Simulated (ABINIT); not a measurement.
The system is ZrC.

```
Zr C
1.0
     0.00000    2.36500    2.36500
     2.36500    0.00000    2.36500
     2.36500    2.36500    0.00000
Zr C
1 1
Direct
  0.50000 0.50000 0.50000
  0.00000 0.00000 0.00000
```

Program: ABINIT 10.8.3 (patched build). Alike in all runs: cell as given; smearing fermi-dirac 0.05 eV.

Problem. Order these runs on this cell by their pressure, lowest first.
A. level PW91; potentials or basis JTH PAW PBE v2.0; spin SOC, no magnetisation; k mesh 10 × 10 × 10; cutoff (eV) 544; fine-grid cutoff 1088.46 eV
B. level rPW86PBE; potentials or basis JTH PAW PBE v2.0; spin SOC, no magnetisation; k mesh 10 × 10 × 10; cutoff (eV) 544; fine-grid cutoff 1088.46 eV
C. level SOGGA; potentials or basis JTH PAW PBE v2.0; spin off; k mesh 10 × 10 × 10; cutoff (eV) 544; fine-grid cutoff 1088.46 eV
D. level r2SCAN; potentials or basis JTH PAW LDA v2.0; spin off; k mesh 10 × 10 × 10; cutoff (eV) 653; fine-grid cutoff 1251.72 eV
E. level PBEsol; potentials or basis JTH PAW PBE v2.0; spin off; k mesh 13 × 13 × 13; cutoff (eV) 544; fine-grid cutoff 1088.46 eV

Solution. C (-10.2 GPa), E (-8.7 GPa), A (-3.2 GPa), D (-1.5 GPa), B (4.0 GPa).

Caveats: the PAW data sets were made with another functional, which shifts forces and pressure a little.

Runs at the PBE level aren't shown here.
